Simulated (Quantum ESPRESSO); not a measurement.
Crystal: CaO.

```xyz
2
Lattice="0.0000 2.4036 2.4036 2.4036 0.0000 2.4036 2.4036 2.4036 0.0000" Properties=species:S:1:pos:R:3 pbc="T T T"
Ca    0.0000    0.0000    0.0000
O     2.4036    2.4036    2.4036
```

The cell is a database's computed one.

Base run:

```yaml
Program: Quantum ESPRESSO 7.5
Functional: PBE
Potentials_or_basis: PseudoDojo 0.4.1 SR PBE standard
Cutoff: 1143 eV
Density_cutoff: 4572 eV
k_mesh: 10 × 10 × 10
Occupations: fermi-dirac, width 0.05 eV
Spin: no spin polarisation
```

Its results: band gap on the k mesh 3.66 eV, indirect (least direct gap 4.03 eV); pressure 1.3 GPa.

Question: The run is repeated on the same cell with these changes: functional from PBE to LDA; potentials or basis from PseudoDojo 0.4.1 SR PBE standard to PseudoDojo 0.4.1 SR LDA standard. What comes out?

Answer: Band gap on the k mesh 3.49 eV, indirect (least direct gap 3.87 eV); pressure -7.3 GPa.
